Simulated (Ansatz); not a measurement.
## MoSe in the NiAs-type structure

Method: PBE, scalar-relativistic; collinear spin; PAW, 420 eV, Γ-centred 10×10×6 mesh, 0.05 eV Gaussian smearing; code Ansatz. The datasets are Ansatz's generated set soft_2.

```
CELL_PARAMETERS angstrom
4.07308 0.00000 0.00000
-2.03654 3.52739 0.00000
0.00000 0.00000 5.09853
ATOMIC_POSITIONS crystal
Mo 0.00000 0.00000 0.00000
Mo 0.00000 0.00000 0.50000
Se 0.33333 0.66667 0.25000
Se 0.66667 0.33333 0.75000
```

The start was a prototype's sites filled with these elements, not a measured cell.

Magnetic state: non-magnetic, site spin moments none.

The cell is relaxed to zero pressure at this level.

The cell has space group P6_3/mmc (read at 0.01 Å). In it the stress is 0.00, 0.00, 0.00, 0.00, 0.00, 0.00 GPa and the largest force component 0.000 eV/Å. Each change below starts from this cell, without further relaxation. Stress is in GPa, positive in compression, in the order xx, yy, zz, yz, xz, xy; energies are counted from the cell above and are free energies with the smearing's entropy, which match forces and stress in a metal.

Task: One atom was moved along a Cartesian axis, and these forces appeared. Which atom, and about how far?
```
atom  Fx (eV/Å)     Fy      Fz
 Mo1      0.000  0.000  -1.251
 Mo2      0.000  0.000   0.723
 Se3      0.000  0.000   0.263
 Se4      0.000  0.000   0.265
```

Result: Atom 1 (Mo) is moved by 0.20 Å along z; the energy changes by 71.2 meV per cell.

Task: What happens when atom 4 (Se) is moved by 0.20 Å along y?

Result: The energy changes by 218.0 meV per cell, and the force on it along the shift is -2.281 eV/Å (−F/u = 11.41 eV/Å²). Stress: -2.10, 5.08, 1.86, 0.00, 0.00, 0.00.
| atom | Fx (eV/Å) | Fy | Fz |
| --- | --- | --- | --- |
| Mo1 | 0.000 | 0.884 | 0.195 |
| Mo2 | 0.000 | 0.884 | -0.195 |
| Se3 | 0.000 | 0.512 | 0.000 |
| Se4 | 0.000 | -2.281 | 0.000 |
In a harmonic crystal the energy would rise by −½F·u = ½ × 11.41 × 0.20² eV = 228.1 meV, close to the run's value; the rest is anharmonic or numerical.

Task: A single strain component, atoms carried along, gave the stress 0.13, 0.02, 0.07, 0.00, 1.43, 0.00. Which component, and about how large?

Result: An engineering strain of -2 % in xz; the energy changes by 6.5 meV per cell.
